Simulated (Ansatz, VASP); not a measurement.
Ir in VASP and in Ansatz

```xyz
3
Lattice="4.3343 0.0000 0.0000 -2.1671 3.7536 0.0000 0.0000 0.0000 2.6734" Properties=species:S:1:pos:R:3 pbc="T T T"
Ir    0.0000    0.0000    0.0000
Ir    0.0000    2.5024    1.3367
Ir    2.1671    1.2512    1.3367
```

Alike in both runs: task single point; functional PBEsol; k mesh 11 × 11 × 15; occupations fermi-dirac, width 0.1 eV; no spin polarisation.

|  | VASP | Ansatz |
| --- | --- | --- |
| version | VASP 6.6.1 | Ansatz 0.2.0 |
| potentials or method | VASP PAW PBE potentials, release 64 (Ir) | plane waves (420 eV) with PAW, scalar-relativistic |
| plane-wave cutoff (eV) | 520 | 420 |
| valence electrons in the cell | 27 | 51 |

|  | VASP | Ansatz | Ansatz less VASP |
| --- | --- | --- | --- |
| pressure (GPa) | 0.8 | 0.0 | -0.83 |
| largest component of the traceless stress (GPa) | 0.45 | 0.30 | -0.147 |

The two sets of potentials don't hold the same shells in valence. Ansatz warned: «pseudo_functional_mismatch».

Caveats: the PAW data sets were made with another functional, which shifts forces and pressure a little (VASP). The runs have no spin-orbit coupling, so splittings on Ir are missing.
